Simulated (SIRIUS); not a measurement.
## Ge under changes of volume

One of the cells (20.311 Å³/atom); the others are scaled copies at fixed shape and fractional positions:

```xyz
1
Lattice="2.7284 0.0000 0.0000 0.0000 2.7284 0.0000 0.0000 0.0000 2.7284" Properties=species:S:1:pos:R:3 pbc="T T T"
Ge    0.0000    0.0000    0.0000
```

The cell was built by a generator and needn't be a form met in nature.

```yaml
Program: SIRIUS 7.10.0
Functional: PBE
Potentials_or_basis: PseudoDojo 0.4.1 PBE standard (scalar relativistic)
Cutoff: 1078 eV
Density_cutoff: 4311 eV
k_mesh: 10 × 10 × 10
Occupations: fermi-dirac, width 0.05 eV
Spin: no spin polarisation
```

```tsv
volume (Å³/atom)	energy over the lowest point (meV/atom)	pressure (GPa)
18.718	?	?
19.116	4.36	2.6
19.515	0.00	1.0
20.311	2.27	-1.7
20.709	8.05	-2.8
21.108	16.45	-3.8
```

**Question.** What does the run at 18.718 Å³/atom give?

**Answer.** Energy over the lowest point 12.84 meV/atom; pressure 4.3 GPa.

Worked out: A Birch-Murnaghan fit of order 3 (a polynomial in V^(-2/3)) to the other rows has its minimum at 19.77 Å³/atom with B0 = V·E''(V) = 70 GPa and B' = 5.2. It gives 13.03 meV/atom at 18.718 Å³/atom, against the run's 12.84, and -dE/dV = 4.4 GPa, against 4.3.

Energies are extrapolated to zero smearing.
